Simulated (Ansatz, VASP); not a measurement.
This is a calculation of WC (Qusongite) for Ansatz 0.2.0.

The input input.yaml:

```yaml
crystal:
  lattice:
    - [2.9635046684, 0.0, 0.0]
    - [-1.4817523342, 2.566470327, 0.0]
    - [0.0, 0.0, 2.8922337321]
  atoms:
    - { symbol: W, position: [0.0, 0.0, 0.0] }
    - { symbol: C, position: [0.6666666667, 0.3333333333, 0.5] }
hamiltonian:
  xc: lda
  pseudopotentials: { kind: paw }
kpoints:
  mp_grid: { grid: [10, 10, 9] }
scf:
  occupations: { method: fermi_dirac, width: 0.05 }
output:
  forces: true
  stress: true
  eigenvalues: true
```

Potentials or basis: Ansatz PAW.

The run is started by

```console
$ ansatz run input.yaml --threads 2 --pin off --max-ram 5632MiB --backend cpu --events-out ev --progress --plain --runs-dir out
```

Task: Set up the same calculation for VASP 6.6.1. Potentials there: VASP PAW LDA potentials, release 64 (W_sv, C).

Result: As run (the cutoff follows the program's own potentials):

The input INCAR:

```
PREC = Accurate ; ENCUT = 520
EDIFF = 1E-7 ; ISMEAR = -1
SIGMA = 0.05 ; LREAL = False
LASPH = True ; NELM = 80
ALGO = Normal ; ISIF = 2
LWAVE = False ; LCHARG = False
GGA = CA ; NBANDS = 16
```

File KPOINTS:

```
regular mesh
0
Gamma
  10 10 9
```

The input POSCAR:

```
WC
1.0
    2.9635046684      0.0000000000      0.0000000000
   -1.4817523342      2.5664703270      0.0000000000
    0.0000000000      0.0000000000      2.8922337321
W C
1 1
Direct
    0.0000000000      0.0000000000      0.0000000000
    0.6666666667      0.3333333333      0.5000000000
```

Potentials or basis: VASP PAW LDA potentials, release 64 (W_sv, C).

Launch:

```bash
$ cat potpaw_LDA.64/W_sv/POTCAR potpaw_LDA.64/C/POTCAR > POTCAR
$ mpirun -np 1 vasp_std > vasp.out
```

Both were run:

|  | VASP | Ansatz | Ansatz less VASP |
| --- | --- | --- | --- |
| gap on the k mesh at the Fermi level (eV) | none | none | - |
| pressure (GPa) | -27.5 | -29.5 | -2.04 |
| largest component of the traceless stress (GPa) | 3.59 | 3.87 | +0.282 |

A gap of «none» marks a metal or a gap that the smearing closes.

Caveats: so large a pressure means that the cell lies far from this level's equilibrium, or that cutoff or potentials fall short (VASP); the pressure holds a Pulay correction of +0.3 GPa for the finite cutoff (Ansatz); the PAW data sets come from PBE, with cores solved anew for the run's functional, which leaves a small shift of forces and pressure (Ansatz). Spin-orbit coupling is left out, which matters for the levels of W.
